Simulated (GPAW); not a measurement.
# KMgF3 and the effect of the functional

```cif
data_structure
_symmetry_space_group_name_H-M 'P 1'
_symmetry_Int_Tables_number 1
_cell_length_a 3.9859
_cell_length_b 3.9859
_cell_length_c 3.9859
_cell_angle_alpha 90.000
_cell_angle_beta 90.000
_cell_angle_gamma 90.000
_cell_volume 63.33
loop_
_atom_site_label
_atom_site_type_symbol
_atom_site_fract_x
_atom_site_fract_y
_atom_site_fract_z
_atom_site_occupancy
K1 K 0.50000 0.50000 0.50000 1
Mg1 Mg 0.00000 0.00000 0.00000 1
F1 F 0.00000 0.00000 0.50000 1
F2 F 0.00000 0.50000 0.00000 1
F3 F 0.50000 0.00000 0.00000 1
```

The cell comes from a database or a generator and needn't be the form met in nature.

Kept alike: task dielectric tensor; k mesh 6 × 6 × 6; occupations fermi-dirac, width 0.001 eV; no spin polarisation. Program: GPAW, potentials by row: PAW data sets generated for this functional (AM05, PBEsol); the program's PAW data sets (release 1.2.1) made for this functional (LDA, RPBE); GPAW PAW data sets (gpaw-data 1.2.1) (PBE), cutoff 650 eV. The mesh is that of the run's cell of 5 atoms. No spin-orbit coupling.

| functional | band gap (eV) |
| --- | --- |
| AM05 | 7.315 |
| LDA | 6.964 |
| PBE | 7.324 |
| PBEsol | 7.134 |
| RPBE | 7.628 |

Runs of this series that gave no sound value for these columns are left out. A gap read on the mesh alone can miss an edge between its points.

Problem. What does the functional change here?

Solution. The band gap runs from 6.964 (LDA) to 7.628 eV (RPBE). From PBE: AM05 -0.009; LDA -0.360; PBEsol -0.190; RPBE +0.304.
